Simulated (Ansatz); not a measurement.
Density of states of FeCo (Pm-3m, a = 2.845 Å, b = 2.845 Å, c = 2.845 Å, α = 90.00°, β = 90.00°, γ = 90.00°), in states per eV and primitive cell, averaged over bins of 0.4 eV. Method: Ansatz 0.2.0, DFT PBE, scalar-relativistic, plane waves, PAW.

Cutoff 420 eV; k points 14×14×14 on the computed 2-atom cell (Γ-centred); Gaussian smearing, width 0.10 eV; collinear spin from starting moments 3.09 2.02 μB.

The cell is relaxed at this level. The states (both spins) are summed by tetrahedra on a 21×21×21 mesh at the self-consistent density. Energies are bin centres; the table starts no lower than −8 eV and ends at 6 eV, or lower where the solved bands end.

It is a metal at this level.

```tsv
E − E_F (eV)	total	Fe 3d down	Co 3d down	Co 3d up	Fe 3d up	Fe 4s up	Co 4s up
-7.85	0.17	0.00	0.00	0.00	0.00	0.04	0.04
-7.45	0.20	0.00	0.00	0.00	0.00	0.05	0.05
-7.05	0.25	0.00	0.00	0.00	0.01	0.06	0.06
-6.65	0.30	0.00	0.00	0.01	0.01	0.07	0.07
-6.25	0.37	0.01	0.01	0.02	0.02	0.08	0.08
-5.85	0.50	0.01	0.01	0.05	0.07	0.10	0.10
-5.45	1.13	0.02	0.02	0.27	0.36	0.12	0.16
-5.05	1.94	0.03	0.03	0.64	0.76	0.14	0.12
-4.65	1.79	0.06	0.06	0.63	0.70	0.07	0.05
-4.25	2.28	0.15	0.16	0.72	0.93	0.02	0.01
-3.85	3.31	0.21	0.27	1.21	1.29	0.02	0.01
-3.45	3.90	0.35	0.44	1.33	1.35	0.06	0.06
-3.05	2.69	0.43	0.54	0.71	0.74	0.04	0.04
-2.65	2.21	0.31	0.67	0.47	0.61	0.02	0.02
-2.25	5.51	0.95	1.42	1.68	1.25	0.01	0.01
-1.85	7.13	0.97	1.36	2.37	2.11	0.02	0.02
-1.45	4.42	0.76	1.52	0.86	0.89	0.04	0.04
-1.05	2.40	0.18	0.47	0.80	0.71	0.03	0.04
-0.65	0.90	0.08	0.31	0.19	0.16	0.03	0.04
-0.25	0.63	0.22	0.10	0.08	0.08	0.05	0.04
0.15	2.12	1.22	0.56	0.07	0.07	0.06	0.05
0.55	3.87	1.68	1.85	0.05	0.06	0.06	0.05
0.95	3.02	1.47	1.18	0.05	0.05	0.06	0.05
1.35	3.01	1.91	0.73	0.04	0.04	0.06	0.05
1.75	0.80	0.30	0.18	0.03	0.03	0.05	0.05
2.15	0.67	0.23	0.08	0.03	0.02	0.05	0.04
2.55	0.65	0.19	0.07	0.02	0.02	0.04	0.04
2.95	0.57	0.13	0.06	0.02	0.02	0.04	0.04
3.35	0.52	0.09	0.05	0.01	0.01	0.03	0.03
3.75	0.47	0.07	0.04	0.01	0.01	0.02	0.02
4.15	0.42	0.05	0.03	0.01	0.01	0.02	0.02
4.55	0.37	0.04	0.02	0.01	0.01	0.02	0.02
4.95	0.32	0.03	0.02	0.00	0.00	0.01	0.01
5.35	0.26	0.02	0.01	0.00	0.00	0.01	0.01
5.75	0.21	0.01	0.01	0.00	0.00	0.01	0.01
```

The columns after the total are the main Löwdin projections on the occupied valence shells of the potentials; 2 others are left out. The rest of the total lies in those, in shells that are empty in the free atom, which aren't projected, and between the atoms.

Only parallel moments were tried here.

Only this magnetic start was tried.